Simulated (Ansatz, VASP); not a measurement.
Given: the input of a run of VASP 6.6.1 on In.

Contents of INCAR:

```
SYSTEM = In
PREC     = Accurate       ! precision mode
ENCUT    = 600            ! plane-wave cutoff, eV
EDIFF    = 1E-7           ! SCF threshold, eV
ISMEAR   = -1             ! smearing method
SIGMA    = 0.05           ! smearing width, eV
LREAL    = .False.        ! projectors in reciprocal space
LASPH    = .True.         ! aspherical terms in the spheres
NELM     = 80             ! most SCF steps
ALGO     = Normal         ! electronic algorithm
ISIF     = 3              ! what is computed and relaxed
LWAVE    = .False.        ! write WAVECAR
LCHARG   = .False.        ! write CHGCAR
GGA      = RP             ! functional
IBRION   = 2              ! ionic algorithm
NSW      = 40             ! ionic steps
EDIFFG   = -0.02          ! ionic threshold
```

KPOINTS

```
Automatic mesh
0
Gamma
  10 10 10
  0 0 0
```

The input POSCAR:

```
In
1.0
   -1.8825252400      1.8825252400      1.8825252400
    1.8825252400     -1.8825252400      1.8825252400
    1.8825252400      1.8825252400     -1.8825252400
In
1
Direct
    0.0000000000      0.0000000000      0.0000000000
```

Potentials or basis: VASP PAW PBE potentials, release 64 (In_d).

Command:

```console
$ cat potpaw_PBE.64/In_d/POTCAR > POTCAR
$ mpirun -np 1 vasp_std > vasp.out
```

Task: Translate it to Ansatz 0.2.0. Potentials there: Ansatz PAW.

Result: As run (the cutoff follows the program's own potentials):

File input.yaml:

```yaml
crystal:
  lattice:
    - [-1.88252524, 1.88252524, 1.88252524]
    - [1.88252524, -1.88252524, 1.88252524]
    - [1.88252524, 1.88252524, -1.88252524]
  atoms:
    - { symbol: In, position: [0.0, 0.0, 0.0] }
hamiltonian:
  xc: rpbe
  pseudopotentials: { kind: paw }
kpoints:
  mp_grid: { grid: [10, 10, 10] }
scf:
  occupations: { method: fermi_dirac, width: 0.05 }
output:
  forces: true
  stress: true
  eigenvalues: true
relax:
  f_tol: 0.01
  max_steps: 40
  cell: { stress_tol: 0.05 }
```

Potentials or basis: Ansatz PAW.

Run with:

```bash
$ ansatz run input.yaml --threads 2 --pin off --max-ram 5632MiB --backend cpu --events-out ev --progress --plain --runs-dir out
```

Both were run:

|  | VASP | Ansatz | Ansatz less VASP |
| --- | --- | --- | --- |
| gap on the k mesh at the Fermi level, each at its own relaxed structure (eV) | none | none | - |
| relaxed volume (Å³/atom) | 29.14 | 29.15 | +0.009 |
| relaxed cell length with the largest relative difference (Å) | 3.358 | 3.358 | +0.0004 |
| energy change over the relaxation (meV/atom) | -22 | -22 | 0.0 |

A gap of «none» marks a metal or a gap that the smearing closes.

Caveats: the PAW data sets were made with another functional, which shifts forces and pressure a little (VASP); the plane-wave basis is chosen anew once the cell has moved, so the energies of steps on either side of that aren't comparable (Ansatz); the PAW data sets come from PBE, with cores solved anew for the run's functional, which leaves a small shift of forces and pressure (Ansatz).
